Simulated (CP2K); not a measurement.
CuAu3 under changes of volume

One of the cells (15.761 Å³/atom); the others are scaled copies at fixed shape and fractional positions:

```
Au Cu
1.0
     3.98000    0.00000    0.00000
     0.00000    3.98000    0.00000
     0.00000    0.00000    3.98000
Au Cu
3 1
Cartesian
  1.9900 1.9900 0.0000
  1.9900 0.0000 1.9900
  0.0000 1.9900 1.9900
  0.0000 0.0000 0.0000
```

* Program: CP2K 2026.2
* Functional: LDA
* Potentials or basis: GTH_POTENTIALS Au GTH-PADE-q11, Cu GTH-PADE-q11; TZVP-MOLOPT-PBE-GTH basis
* Density cutoff: 6803 eV
* k mesh: 7 × 7 × 7
* Occupations: fermi-dirac, width 0.0259 eV
* Spin: no spin polarisation

```csv
volume (Å³/atom),energy over the lowest point (meV/atom),pressure (GPa)
14.816,29.28,12.0
15.131,10.64,7.0
15.446,?,?
15.761,0.00,-1.2
16.076,5.93,-4.6
16.392,18.02,-7.5
16.707,35.51,-10.1
```

Task: What does the run at 15.446 Å³/atom give?

Result: Energy over the lowest point 1.27 meV/atom; pressure 2.6 GPa.

Worked out: A Birch-Murnaghan fit of order 3 (a polynomial in V^(-2/3)) to the other rows has its minimum at 15.65 Å³/atom with B0 = V·E''(V) = 188 GPa and B' = 5.7. It gives 1.26 meV/atom at 15.446 Å³/atom, against the run's 1.27, and -dE/dV = 2.6 GPa, against 2.6.

Energies are extrapolated to zero smearing.

Caveats: with these potentials and basis sets, volumes of gold and of layered tellurides can stand 1.5 % and more from those of plane-wave programs; the basis of atomic orbitals isn't converged, which shifts pressures, moduli and gaps.
